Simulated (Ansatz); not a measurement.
**KMgF3 and the effect of the functional**

The cell as given:

```
K Mg F
1.0
     3.98590    0.00000    0.00000
     0.00000    3.98590    0.00000
     0.00000    0.00000    3.98590
K Mg F
1 1 3
Direct
  0.50000 0.50000 0.50000
  0.00000 0.00000 0.00000
  0.00000 0.00000 0.50000
  0.00000 0.50000 0.00000
  0.50000 0.00000 0.00000
```

The cell comes from a database or a generator and needn't be the form met in nature.

Kept alike: task relaxation of cell and atoms; k mesh 7 × 7 × 7; occupations fermi-dirac, width 0.05 eV; no spin polarisation. Program: Ansatz, Ansatz PAW. Cutoffs run from 420 to 500 eV. The mesh is that of the run's cell of 5 atoms. No spin-orbit coupling.

| run | volume (Å³/atom) |
| --- | --- |
| A | 12.712 |
| B | 11.941 |
| C | 12.617 |

The relaxations keep at least the cell's symmetry (Pm-3m). Relaxations stop with a little pressure left, so the last digits of a volume or edge aren't settled. Ansatz's relaxations hold a Pulay term in the stress (up to 0.8 GPa here). All rows use potentials made for PBE.

The runs differ in the functional (and the cutoff that goes with it) alone: LDA; PBEsol; r2SCAN. Which run is which?

Run A is PBEsol; run B is LDA; run C is r2SCAN. The volume runs from 11.941 (LDA) to 12.712 Å³/atom (PBEsol).
